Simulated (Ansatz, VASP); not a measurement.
## SiC in VASP and in Ansatz

```xyz
4
Lattice="3.1675 0.0000 0.0000 -1.5837 2.7431 0.0000 0.0000 0.0000 5.0482" Properties=species:S:1:pos:R:3 pbc="T T T"
Si    0.0000    1.8287    0.0232
Si    1.5837    0.9144    2.5473
C     0.0000    1.8287    1.9203
C     1.5837    0.9144    4.4444
```

Change from the starting cell: strain +0.0300 x Voigt [1, 1, 0, 0, 0, 0], atoms carried along.

Alike in both runs: task single point; functional r2SCAN; k mesh 12 × 12 × 6; occupations gaussian, width 0.05 eV; no spin polarisation.

|  | VASP | Ansatz |
| --- | --- | --- |
| version | VASP 6.6.1 | Ansatz 0.2.0 |
| potentials or method | VASP PAW PBE potentials, release 64 (Si, C) | scalar-relativistic, plane waves, PAW |
| plane-wave cutoff (eV) | 520 | 500 |
| valence electrons in the cell | 16 | 16 |

```csv
,VASP,Ansatz,Ansatz less VASP
gap on the k mesh at the Fermi level (eV),2.84,2.84,-0.008
least direct gap on the mesh (eV),4.06,4.05,-0.006
pressure (GPa),-12.0,-11.8,+0.13
largest component of the traceless stress (GPa),10.30,10.24,-0.062
rms of the force components (eV/Å),0.123,0.124,+0.0011
```

Atom by atom the forces differ by 0.001 eV/Å (rms over components).

Caveats: the PAW data sets were made with another functional, which shifts forces and pressure a little (VASP). A k mesh can miss the band edges.
